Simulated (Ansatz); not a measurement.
What a trial cell of Li3Se relaxes into

The calculation used DFT PBE, scalar-relativistic, plane waves, PAW (Ansatz). Cutoff 420 eV, Γ-centred k mesh, Gaussian smearing, no spin polarisation in the final step.

The start is a random cell of Li3Se without symmetry, drawn with lower limits on the distances.

```xyz
4
Lattice="4.8767 0.0000 0.0000 1.1533 4.0664 0.0000 1.1288 0.2416 3.8230" Properties=species:S:1:pos:R:3 pbc="T T T"
Li    1.2794    0.9744    2.2947
Li    3.2226    1.6570    0.6338
Li    4.9538    3.4725    0.4028
Se    3.1253    3.5621    2.5607
```

Cell and atoms relax at zero pressure; the relaxation can't lower the symmetry of the start. After a coarse first stage the cell is made exact in the group found at 0.06 Å.

Formation energies are uncorrected and refer to the elements' standard structures at the same level.

(1) What does it relax into?

(2) What are its volume, energy, density and gap?

## Answers

(1) It ends in Pm-3m (No. 221). The result has the Cu3Au (L1_2) structure. Conventional cell: a = 3.925 Å. Li is coordinated by 4 Se at 2.78 Å and 8 Li at 2.78 Å; Se is coordinated by 12 Li at 2.78 Å.

Space group Pm-3m (No. 221). a = 3.925 Å, b = 3.925 Å, c = 3.925 Å, α = 90.00°, β = 90.00°, γ = 90.00°
```json
{"atom": "Li", "site": "3d", "symmetry": "4/mm.m", "x": "0.5000", "y": "0.0000", "z": "0.0000"}
{"atom": "Se", "site": "1b", "symmetry": "m-3m", "x": "0.5000", "y": "0.5000", "z": "0.5000"}
```

(2) The volume per atom is 15.12 Å³, the density is 2.74 g/cm³ and the energy over the elements is -0.80 eV/atom. The gap on the 12×12×12 mesh is 0 eV (a metal).

The final run used a 12×12×12 mesh on its 4-atom cell and 0.10 eV smearing. For metals, differences of a few meV/atom aren't resolved. A structure relaxed within its symmetry needn't be a true minimum. The steps took of the order of 22 core-minutes in all.